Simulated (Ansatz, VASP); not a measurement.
## Sr8Cd8F in two plane-wave programs

One calculation is typed for both programs; each brings its own data sets and cutoff. How far apart do they land? The structure shown is the end of the VASP relaxation below.

Calculated with Ansatz 0.2.0; plane waves, with VASP 6.6.1 beside it; single point at PBEsol.

## Step 1: Set-up

The cell holds 17 atoms: 8 Sr, 8 Cd and 1 F. Cell: a = 8.006 Å, b = 5.661 Å, c = 23.492 Å, α = 90.0°, β = 90.0°, γ = 90.0°. It derives from SrCd, repeated 2×1×1. The (1 1 0) slab of SrCd, cut from the database cell (so at first; earlier steps may have moved the atoms). Vacuum lies along c.

## Step 2: VASP: relaxation, PBEsol

This run makes the geometry at which the two programs are then compared.

Lines of VASP's logs that name or quote its potential files are left out, and so is its time.

File INCAR:

```
SYSTEM = Sr8Cd8F
PREC = Normal
ENCUT = 400
EDIFF = 1E-05
NELM = 120
ISMEAR = 0
SIGMA = 0.1
LREAL = Auto
ALGO = Fast
GGA = PS
NBANDS = 121
ISPIN = 2
MAGMOM = 0 0 0 0 0 0 0 0 0 0 0 0 0 0 0.6 0.6 0.6
LORBIT = 11
LWAVE = .FALSE.
LCHARG = .FALSE.
NCORE = 3
IBRION = 2
NSW = 50
ISIF = 2
EDIFFG = -0.04
POTIM = 0.4
MAXMIX = 40
ISYM = 0
```

File POSCAR:

```
Sr8Cd8F
1.0
    8.0060000000      0.0000000000      0.0000000000
    0.0000000000      5.6610968902      0.0000000000
    0.0000000000      0.0000000000     23.4916453353
Sr Cd F
8 8 1
Selective dynamics
Direct
    0.2500000000      0.0000000000      0.3192624400  F F F
    0.7500000000      0.0000000000      0.3192624400  F F F
    0.2500000000      0.5000000000      0.4397541500  F F F
    0.7500000000      0.5000000000      0.4397541500  F F F
    0.2481602446     -0.0005755420      0.5598353898  T T T
    0.7514959935      0.0001403336      0.5599968621  T T T
    0.2480466938      0.4990913696      0.6807444920  T T T
    0.7493115091      0.5045717777      0.6815946514  T T T
    0.0000000000      0.5000000000      0.3192624400  F F F
    0.5000000000      0.5000000000      0.3192624400  F F F
    0.0000000000      0.0000000000      0.4397541500  F F F
    0.5000000000      0.0000000000      0.4397541500  F F F
   -0.0012840529      0.4941775412      0.5603884239  T T T
    0.5002723310      0.4956639073      0.5596641737  T T T
   -0.0001799742     -0.0033376981      0.6806538962  T T T
    0.5002385287      0.0001257221      0.6803065202  T T T
    0.2514832577      0.0864817230      0.7430180582  T T T
```

File KPOINTS:

```
Automatic mesh
0
Gamma
2 3 1
0 0 0
```

Potentials, in the order of the species: Sr_sv, Cd and F (PBE family, release 64).

Command:

```bash
> mpirun -np 3 vasp_std
```

Numbers of over 12 decimals in the logs are rounded to 6 here.

The program printed:

```text
[banner, memory and clock lines left out]
running    3 mpi-ranks, on    1 nodes
 distrk:  each k-point on    3 cores,    1 groups
 distr:  one band on    3 cores,    1 groups

 POSCAR found type information on POSCAR SrCdF
 POSCAR found :  3 types and      17 ions
|                                                                             |
|               ----> ADVICE to this user running VASP <----                  |
|                                                                             |
|     You enforced a specific xc type in the INCAR file but a different       |
|     [... a line on the potential file left out ...]
|     I HOPE YOU KNOW WHAT YOU ARE DOING!                                     |
|                                                                             |

 LDA part: xc-table for (Slater+PW92), standard interpolation
 POSCAR, INCAR and KPOINTS ok, starting setup
 FFT: planning ... GRIDC
 FFT: planning ... GRID_SOFT
 FFT: planning ... GRID
 WAVECAR not read
 entering main loop
       N       E                     dE             d eps       ncg     rms          rms(c)
DAV:   1     0.121596968641E+04    0.12160E+04   -0.72974E+04  2160   0.104E+03
DAV:   2     0.696196912821E+02   -0.11463E+04   -0.11138E+04  2170   0.312E+02
DAV:   3    -0.268598743061E+02   -0.96480E+02   -0.95375E+02  2352   0.746E+01
DAV:   4    -0.345579869168E+02   -0.76981E+01   -0.76071E+01  3128   0.157E+01
DAV:   5    -0.352135245721E+02   -0.65554E+00   -0.65536E+00  3040   0.324E+00    0.484E+01
RMM:   6    -0.313754280489E+02    0.38381E+01   -0.10497E+01  1984   0.779E+00    0.252E+01
RMM:   7    -0.324257137935E+02   -0.10503E+01   -0.31874E+00  2008   0.340E+00    0.149E+01
RMM:   8    -0.322614686236E+02    0.16425E+00   -0.11533E+00  2152   0.198E+00    0.109E+01
RMM:   9    -0.310400524268E+02    0.12214E+01   -0.35432E-01  2213   0.122E+00    0.315E+00
RMM:  10    -0.310498686993E+02   -0.98163E-02   -0.75519E-02  2384   0.515E-01    0.175E+00
RMM:  11    -0.310944929081E+02   -0.44624E-01   -0.32663E-02  2428   0.318E-01    0.106E+00
RMM:  12    -0.311951257961E+02   -0.10063E+00   -0.28607E-02  2504   0.284E-01    0.421E-01
RMM:  13    -0.312648509587E+02   -0.69725E-01   -0.13646E-02  3003   0.165E-01    0.340E-01
RMM:  14    -0.313364680649E+02   -0.71617E-01   -0.11408E-02  3027   0.130E-01    0.312E-01
[...]
RMM:  26    -0.316845862019E+02   -0.76978E-03   -0.95596E-05  1679   0.901E-03    0.655E-03
RMM:  27    -0.316850230288E+02   -0.43683E-03   -0.66739E-05  1426   0.689E-03    0.478E-03
RMM:  28    -0.316852445222E+02   -0.22149E-03   -0.38393E-05  1258   0.543E-03    0.329E-03
RMM:  29    -0.316853549446E+02   -0.11042E-03   -0.19791E-05  1073   0.441E-03    0.244E-03
RMM:  30    -0.316854024658E+02   -0.47521E-04   -0.85912E-06   904   0.353E-03    0.174E-03
RMM:  31    -0.316854482544E+02   -0.45789E-04   -0.79820E-06   912   0.330E-03    0.118E-03
RMM:  32    -0.316854646402E+02   -0.16386E-04   -0.52251E-06   764   0.274E-03    0.851E-04
RMM:  33    -0.316854686430E+02   -0.40028E-05   -0.22453E-06   671   0.245E-03
   1 F= -.31685469E+02 E0= -.31660188E+02  d E =-.316855E+02  mag=    -0.0013
[...]
WARNING in EDDRMM: call to ZHEGV failed, returncode =   6  3     74
[... from here on, the cycles between the ionic steps are left out ...]
  20 F= -.32120476E+02 E0= -.32086337E+02  d E =-.624194E-02  mag=     0.0063
  21 F= -.32121130E+02 E0= -.32087022E+02  d E =-.689579E-02  mag=     0.0018
  22 F= -.32124143E+02 E0= -.32090070E+02  d E =-.301325E-02  mag=    -0.0022
[...]
WARNING in EDDRMM: call to ZHEGV failed, returncode =   8  4     62
[...]
WARNING in EDDRMM: call to ZHEGV failed, returncode =   6  3     89
[...]
WARNING in EDDRMM: call to ZHEGV failed, returncode =   8  4     74
[...]
WARNING in EDDRMM: call to ZHEGV failed, returncode =   8  4     93
  23 F= -.32127141E+02 E0= -.32093116E+02  d E =-.601052E-02  mag=     0.0008
[...]
WARNING in EDDRMM: call to ZHEGV failed, returncode =   6  3     60
  24 F= -.32129383E+02 E0= -.32095476E+02  d E =-.825307E-02  mag=    -0.0015
 curvature: -21.28 expect dE=-0.138E-01 dE for cont linesearch -0.513E-04
 trial: gam= 0.13730 g(F)=  0.646E-03 g(S)=  0.000E+00 ort =-0.107E-03 (trialstep = 0.518E+01)
 search vector abs. value=  0.706E-03
 bond charge predicted
       N       E                     dE             d eps       ncg     rms          rms(c)
DAV:   1    -0.321262068679E+02    0.31727E-02   -0.45161E+00  2114   0.486E+00    0.374E-01
RMM:   2    -0.321189319118E+02    0.72750E-02   -0.70930E-02  2019   0.584E-01    0.390E-01
RMM:   3    -0.321268784850E+02   -0.79466E-02   -0.84393E-03  2128   0.199E-01    0.179E-01
RMM:   4    -0.321307807155E+02   -0.39022E-02   -0.36951E-03  2259   0.112E-01    0.156E-01
RMM:   5    -0.321306708288E+02    0.10989E-03   -0.10061E-03  2325   0.504E-02    0.134E-01
RMM:   6    -0.321300941765E+02    0.57665E-03   -0.47387E-04  2156   0.356E-02    0.639E-02
RMM:   7    -0.321299654488E+02    0.12873E-03   -0.23608E-04  2135   0.282E-02    0.316E-02
RMM:   8    -0.321305937058E+02   -0.62826E-03   -0.10605E-04  1936   0.156E-02    0.273E-02
RMM:   9    -0.321309618420E+02   -0.36814E-03   -0.73096E-05  1811   0.125E-02    0.151E-02
RMM:  10    -0.321311705927E+02   -0.20875E-03   -0.49065E-05  1556   0.982E-03    0.820E-03
RMM:  11    -0.321312099853E+02   -0.39393E-04   -0.17269E-05  1194   0.607E-03    0.605E-03
RMM:  12    -0.321312672714E+02   -0.57286E-04   -0.16456E-05  1190   0.527E-03    0.347E-03
RMM:  13    -0.321312926156E+02   -0.25344E-04   -0.89972E-06  1003   0.410E-03    0.218E-03
RMM:  14    -0.321313074210E+02   -0.14805E-04   -0.67825E-06   887   0.334E-03    0.170E-03
RMM:  15    -0.321313057126E+02    0.17084E-05   -0.38681E-06   830   0.298E-03
  25 F= -.32131306E+02 E0= -.32097280E+02  d E =-.192245E-02  mag=     0.0037
 trial-energy change:   -0.001922  1 .order   -0.001963   -0.003271   -0.000655
 step:   6.6496(harm=  6.4744)  dis= 0.01022  next Energy=   -32.131398 (dE=-0.201E-02)
 reached required accuracy - stopping structural energy minimisation
```

From OUTCAR (step 2):

```text
ion  position               nearest neighbor table
   1  0.250  0.000  0.319-   9 3.47  10 3.47   9 3.47  10 3.47  11 3.47  12 3.47   2 4.00   2 4.00
                             3 4.00   3 4.00
   2  0.750  0.000  0.319-   9 3.47  10 3.47   9 3.47  10 3.47  11 3.47  12 3.47   1 4.00   1 4.00
                             4 4.00   4 4.00
   3  0.250  0.500  0.440-  14 3.46  12 3.47  11 3.47  11 3.47  12 3.47  10 3.47   9 3.47  13 3.48
                             5 3.99   5 4.00   4 4.00   4 4.00   1 4.00   1 4.00
   4  0.750  0.500  0.440-  14 3.45  13 3.46  11 3.47  12 3.47  11 3.47  12 3.47   9 3.47  10 3.47
                             6 4.00   6 4.00   3 4.00   3 4.00   2 4.00   2 4.00
   5  0.248  0.999  0.560-  13 3.44  11 3.45  14 3.46  15 3.47  12 3.47  16 3.48  13 3.49  14 3.49
                             6 3.98   3 3.99   3 4.00   7 4.01   7 4.01   6 4.03
   6  0.751  0.000  0.560-  13 3.43  14 3.45  11 3.46  15 3.46  12 3.47  16 3.47  13 3.48  14 3.49
                             5 3.98   4 4.00   4 4.00   8 4.00   5 4.03   8 4.04
   7  0.248  0.499  0.681-  17 2.76  15 3.45  13 3.46  15 3.47  16 3.47  16 3.48  14 3.49   8 3.99
                             5 4.01   5 4.01   8 4.01
   8  0.749  0.505  0.682-  15 3.43  16 3.44  13 3.48  16 3.48  14 3.49  15 3.51   7 3.99   6 4.00
                             7 4.01   6 4.04
   9  0.000  0.500  0.319-   1 3.47   2 3.47   1 3.47   2 3.47   3 3.47   4 3.47
  10  0.500  0.500  0.319-   1 3.47   2 3.47   1 3.47   2 3.47   3 3.47   4 3.47
  11  0.000  0.000  0.440-   5 3.45   6 3.46   3 3.47   4 3.47   3 3.47   4 3.47   1 3.47   2 3.47

 Found      4 irreducible k-points:

   k-points           NKPTS =      4   k-points in BZ     NKDIM =      4   number of bands    NBANDS=    121

   dimension x,y,z NGX =    40 NGY =   28 NGZ =  120
   dimension x,y,z NGXF=    80 NGYF=   56 NGZF=  240

   ENCUT  =  400.0 eV  29.40 Ry    5.42 a.u.  13.06  9.23 38.31*2*pi/ulx,y,z

   NELECT =     183.0000    total number of electrons

 k-points in reciprocal lattice and weights: Automatic mesh
   0.00000000  0.00000000  0.00000000       0.167
   0.50000000  0.00000000  0.00000000       0.167
   0.00000000  0.33333333  0.00000000       0.333
   0.50000000  0.33333333  0.00000000       0.333

 average (electrostatic) potential at core
       1 -42.3610       2 -42.3531       3 -41.9136       4 -41.9861       5 -41.7761
       6 -41.8641       7 -42.1282       8 -42.3353       9 -42.1372      10 -42.1371
      11 -42.1602      12 -42.1606      13 -42.0940      14 -42.0944      15 -42.2296
      16 -42.2283      17 -80.3746

 E-fermi :  -0.2965

 spin component 1
 k-point     1 :       0.0000    0.0000    0.0000
  band No.  band energies     occupation
    ...
     89      -0.8316      1.00000
     90      -0.7411      1.00000
     91      -0.5316      0.99956
     92      -0.4983      0.99784
     93      -0.3235      0.64867
     94      -0.2670      0.33823
     95      -0.1956      0.07667
     96      -0.1208      0.00647
     97       0.5110      0.00000
     98       0.5151      0.00000
    ...

 k-point     2 :       0.5000    0.0000    0.0000
  band No.  band energies     occupation
    ...
     88      -0.5438      0.99976
     89      -0.4177      0.95669
     90      -0.4064      0.93985
     91      -0.3394      0.72784
     92      -0.2995      0.51668
     93      -0.2876      0.44974
     94      -0.2140      0.12164
     95       0.1914      0.00000
     96       0.2205      0.00000
     97       0.3351      0.00000
    ...

 k-point     3 :       0.0000    0.3333    0.0000
  band No.  band energies     occupation
    ...
     88      -1.4593      1.00000
     89      -1.0830      1.00000
     90      -0.8091      1.00000
     91      -0.6158      1.00000
     92      -0.4789      0.99505
     93      -0.0854      0.00142
     94       0.0751      0.00000
     95       0.1666      0.00000
     96       0.2393      0.00000
     97       0.5367      0.00000
    ...

 k-point     4 :       0.5000    0.3333    0.0000
  band No.  band energies     occupation
    ...
     86      -1.6379      1.00000
     87      -1.0674      1.00000
     88      -1.0486      1.00000
     89      -0.9245      1.00000
     90      -0.8091      1.00000
     91      -0.2113      0.11410
     92      -0.0987      0.00257
     93      -0.0403      0.00015
     94       0.0167      0.00000
     95       0.1651      0.00000
    ...

 spin component 2
 k-point     1 :       0.0000    0.0000    0.0000
  band No.  band energies     occupation
    ...
     89      -0.8314      1.00000
     90      -0.7407      1.00000
     91      -0.5314      0.99955
     92      -0.4981      0.99782
     93      -0.3231      0.64673
     94      -0.2667      0.33654
     95      -0.1951      0.07581
     96      -0.1205      0.00639
     97       0.5112      0.00000
     98       0.5153      0.00000
    ...

 k-point     2 :       0.5000    0.0000    0.0000
  band No.  band energies     occupation
    ...
     88      -0.5435      0.99976
     89      -0.4173      0.95618
     90      -0.4062      0.93952
     91      -0.3391      0.72671
     92      -0.2992      0.51538
     93      -0.2873      0.44839
     94      -0.2136      0.12057
     95       0.1919      0.00000
     96       0.2209      0.00000
     97       0.3354      0.00000
    ...

  Total       -5.7020258     -3.7771409     -3.3024534      0.0024473      0.2065481      0.0040566
  in kB       -8.5804517     -5.6838704     -4.9695570      0.0036826      0.3108152      0.0061044
  external PRESSURE =      -6.4112930 kB  Pullay stress =       0.0000000 kB

  energy-cutoff  :      400.00
  volume of cell :     1064.71
      direct lattice vectors                 reciprocal lattice vectors
     8.006000000  0.000000000  0.000000000     0.124906320  0.000000000  0.000000000
     0.000000000  5.661096890  0.000000000     0.000000000  0.176644212  0.000000000
     0.000000000  0.000000000 23.491645335     0.000000000  0.000000000  0.042568325

 POSITION                                       TOTAL-FORCE (eV/Angst)
 -----------------------------------------------------------------------------------
      2.00150      0.00000      7.50000        -0.000436     -0.002295     -0.038624
      6.00450      0.00000      7.50000        -0.000387      0.005014     -0.005480
      2.00150      2.83055     10.33055        -0.000184     -0.036256     -0.097055
      6.00450      2.83055     10.33055        -0.000819     -0.029264     -0.039056
      2.00222      5.58612     13.10428        -0.003071     -0.007480      0.014494
      6.00386      5.61339     13.11458         0.001334      0.028513      0.013065
      1.99970      2.81045     16.19260         0.002198      0.018599     -0.008538
      6.00372      2.87139     15.98173         0.002380      0.025709     -0.005057
      0.00000      2.83055      7.50000        -0.012971     -0.007275      0.229927
      4.00300      2.83055      7.50000         0.012240     -0.007163      0.229967
      0.00000      0.00000     10.33055         0.003993      0.002235     -0.156412
      4.00300      0.00000     10.33055        -0.004674      0.001812     -0.157724
      0.11084      2.72517     13.34402         0.007146      0.009108     -0.006625
      3.89169      2.72572     13.34557        -0.006091      0.010677     -0.005941
      7.86756      0.02788     15.70560        -0.004368      0.007644      0.020227
      4.14235      0.03061     15.70712         0.006134      0.002116      0.018589
      2.00620      0.69856     17.01085        -0.002424     -0.021695     -0.005757
 -----------------------------------------------------------------------------------
    total drift:                                0.007256      0.041390     -0.016548

  FREE ENERGIE OF THE ION-ELECTRON SYSTEM (eV)
  ---------------------------------------------------
  free  energy   TOTEN  =       -32.1313057126 eV

  energy  without entropy=      -32.0632540470  energy(sigma->0) =      -32.09727988

 reached required accuracy - stopping structural energy minimisation

 total charge
# of ion       s       p       d       tot
------------------------------------------
    1        2.047   5.696   0.179   7.921
    2        2.046   5.696   0.180   7.922
    3        2.039   5.710   0.200   7.949
    4        2.038   5.707   0.199   7.944
    5        2.039   5.717   0.212   7.968
    6        2.037   5.714   0.218   7.968
    7        2.035   5.712   0.208   7.954
    8        2.044   5.704   0.196   7.943
    9        0.641   0.214   9.456  10.312
   10        0.641   0.214   9.456  10.311
   11        0.627   0.259   9.444  10.330
   12        0.627   0.259   9.444  10.330
   13        0.614   0.256   9.448  10.319
   14        0.614   0.257   9.448  10.319
   15        0.641   0.212   9.466  10.319
   16        0.641   0.212   9.466  10.319
   17        1.776   4.319   0.000   6.095
--------------------------------------------------
tot         23.146  51.858  77.221 152.224

 magnetization (x)
# of ion       s       p       d       tot
------------------------------------------
    1        0.000   0.000   0.000   0.000
    2        0.000   0.000   0.000   0.000
    3        0.000   0.000   0.000   0.000
    4        0.000   0.000   0.000   0.000
    5       -0.000   0.000   0.000   0.000
    6        0.000   0.000   0.000   0.000
    7        0.000   0.000   0.000   0.000
    8        0.000   0.000   0.000   0.000
    9       -0.000   0.000  -0.000   0.000
   10       -0.000   0.000  -0.000   0.000
   11       -0.000   0.000  -0.000   0.000
   12       -0.000   0.000  -0.000   0.000
   13       -0.000   0.000  -0.000   0.000
   14       -0.000   0.000  -0.000   0.000
   15        0.000   0.000  -0.000   0.000
   16        0.000   0.000  -0.000   0.000
   17        0.000  -0.000   0.000   0.000
--------------------------------------------------
tot          0.000   0.000   0.000   0.000

[... 2 further parts left out ...]
```

The PAW data sets were made with PBE, which is usual practice but a small mismatch for other functionals.

(Continued in part 2 of 2.)

[Lines on the potential files, build, host, timing and source positions are cut from VASP's logs without a mark.]

[Logs are printed without paths, hosts, clocks, repeated set-up lines and the standing remarks that a program may print on its own settings, such as how far it seeks lower states.]

[Hosts, paths, dates, database ids (printed as entryN), source tags and the programs' standing remarks are cut or masked in the printed files.]
